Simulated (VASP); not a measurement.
# AlRu: kinetic-energy density

AlRu, Pm-3m (no. 221), 2 atoms in the cell. PBE; PAW potentials Ru_pv, Al (PBE set).

## Input

INCAR:
```
PREC = Accurate
ENCUT = 520
EDIFF = 1E-7
ISMEAR = 1
SIGMA = 0.1
LREAL = False
LASPH = True
ALGO = Normal
NELM = 100
ISIF = 2
LWAVE = False
LCHARG = True
LTAU = True
```

KPOINTS:
```
k-points
0
Gamma
  8 8 8
```

POSCAR:
```
AlRu
1.0
    2.9916000000      0.0000000000      0.0000000000
    0.0000000000      2.9916000000      0.0000000000
    0.0000000000      0.0000000000      2.9916000000
Ru Al
1 1
Direct
    0.5000000000      0.5000000000      0.5000000000
    0.0000000000      0.0000000000      0.0000000000
```

Commands:
```
cat potpaw_PBE.64/Ru_pv/POTCAR potpaw_PBE.64/Al/POTCAR > POTCAR
mpirun -np 1 vasp_std > vasp.out
```

## Result

- Kinetic energy of the pseudo orbitals (eV): 352.54

VASP 6.6.1 took 5.9 s on 1 core (Intel Xeon Platinum 8488C (Sapphire Rapids)), a shared host.
